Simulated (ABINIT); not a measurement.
Input of an ABINIT 10.8.3 (patched build) run:

File run.abi:

```
# Pseudopotentials
pp_dirpath "./"
pseudos "Pt.GGA_PBE-ansatz.xml"

# Structure
acell 2.7016040405 2.7016040405 2.7016040405 Angstrom
rprim
    -0.5773502692     0.5773502692     0.5773502692
     0.5773502692    -0.5773502692     0.5773502692
     0.5773502692     0.5773502692    -0.5773502692
ntypat 1
znucl 78
natom 1
typat 1
xred
     0.0000000000     0.0000000000     0.0000000000
chkprim 0
chksymtnons 0
tolsym 1.0e-6

# Plane-wave basis
ecut 419.055348 eV
pawecutdg 30.8
pawxcdev 0

# k points
kptopt 1
ngkpt 9 9 9
nshiftk 1
shiftk 0.0 0.0 0.0

# Exchange and correlation
ixc -116133

# Bands and occupations
nband 13
occopt 3
tsmear 0.00183747

# SCF cycle
nstep 100
tolvrs 1.0e-9

# Output
iomode 3
prtwf 0
prteig 0
prtebands 0
enunit 1
prtden 1
prtvha 1
prtvclmb 1
prtpot 1
```

Potentials or basis: Ansatz PAW PBE default generated set, frozen core.

The run is started by

```sh
$ abinit run.abi > log 2>&1
```

(1) What does it give for the band gap on the k mesh?

(2) What does it give for the pressure?

## Answers

(1) none (metal or under the smearing width).

(2) -0.1 GPa.

Caveat: the PAW data sets were made with another functional, which shifts forces and pressure a little; the atomic spheres overlap.
